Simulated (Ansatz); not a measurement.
# CoSi2/AlP/NiSi2: predicting the conductance of a thicker barrier

How it was computed: Ansatz 0.2.0, plane waves with PAW datasets, PBE. Interfaces are relaxed in a short slab (with D3(BJ) where the barrier is layered), set between ideal electrode layers that go on as semi-infinite leads, and the zero-bias conductance G at 300 K comes from T(E) on a typed mesh. The error is the largest of the program's estimates from energy step, mesh, the leads' potential steps and neutrality; its separate bound for narrow resonances between the energies solved isn't counted and can be far larger. The lower electrode is CoSi2 (fluorite 111 turned by 180 degrees  type B), the upper NiSi2 (fluorite 111) and the barrier AlP (zinc blende 111), on a net of side 3.79 Å; d is the distance between the electrodes' last planes.

What is known so far:

| planes in the barrier | d (Å) | G (S/m²) | error (%) | lead step (meV) |
| --- | --- | --- | --- | --- |
| 4 | 8.86 | 3.90e13 | 15 | 8 |
| 6 | 12.08 | 1.15e13 | 16 | 8 |
| 8 | 15.31 | 3.07e12 | 21 | 8 |
| 12 | 21.77 | 2.07e11 | 22 | 8 |

Task: A further run has 14 planes, d = 24.99 Å. Fit G ∝ exp(−βd) to the rows shown and predict its conductance.

**Worked fit.** Take y = ln G: 31.29, 30.07, 28.75 and 26.06. The means are d = 14.50 Å and y = 29.04; Σ(Δd Δy) = −37.12 and Σ(Δd)² = 91.17, so the slope is −0.407 Å⁻¹ (β = 0.407 Å⁻¹). At d = 24.99 Å, y = 29.04 − 0.407 × 10.48 = 24.77, or G = 5.75e10 S/m².

What the calculation gave: The run gave 5.70e10 S/m², with an error estimate of 25 % and a lead step of 8 meV. The prediction is 1.01 times that, a miss under 10 %.

Caveats: The interfaces are ideal, one cell wide, strained to a common net and relaxed from one registry with their symmetry kept. PBE's gaps are too small, so true decay constants are likely larger where the Fermi level lies deep in a gap. No spin-orbit coupling, phonons, disorder or image charges enter. The rows shown are chosen by tests on error estimates (under 100 to 120 %), lead steps (under 150 meV, though the program warns over 25), intact interfaces and, for fits, a steady trend in the rows shown; the data set holds 414 series of this kind, and not all pass.
